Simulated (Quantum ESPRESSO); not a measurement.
## GaN in Quantum ESPRESSO: the effect of functional

The system is GaN.

```
Ga N
1.0
     3.18000    0.00000    0.00000
    -1.59000    2.75396    0.00000
     0.00000    0.00000    5.16600
Ga N
2 2
Direct
  0.66667 0.33333 0.50000
  0.33333 0.66667 0.00000
  0.66667 0.33333 0.87500
  0.33333 0.66667 0.37500
```

Alike in all runs:

- Program: Quantum ESPRESSO 7.5
- Task: dielectric tensor
- Cutoff: 762 eV
- Density cutoff: 6095 eV
- k mesh: 6 × 6 × 4, shifted
- Occupations: fermi-dirac, width 0.05 eV
- Spin: no spin polarisation

```tsv
functional	potentials or basis	pressure (GPa)	dielectric constant (mean)
LDA	GBRV 1.5 LDA	?	?
PBEsol	GBRV 1.5 PBEsol	1.5	5.98
WC	GBRV 1.5 PBE	2.1	6.06
BLYP	GBRV 1.5 PBE	14.0	5.76
AM05	GBRV 1.5 PBE	1.8	6.00
```

Q: What does the run with functional LDA give?

A: Pressure -3.7 GPa; dielectric constant 5.93 mean.

Caveats: the potentials were made for another functional, which shifts forces and pressure (some runs); the cell is more than 3 GPa from zero pressure, which shifts response properties (some runs).

Runs at the PBE level aren't shown here.
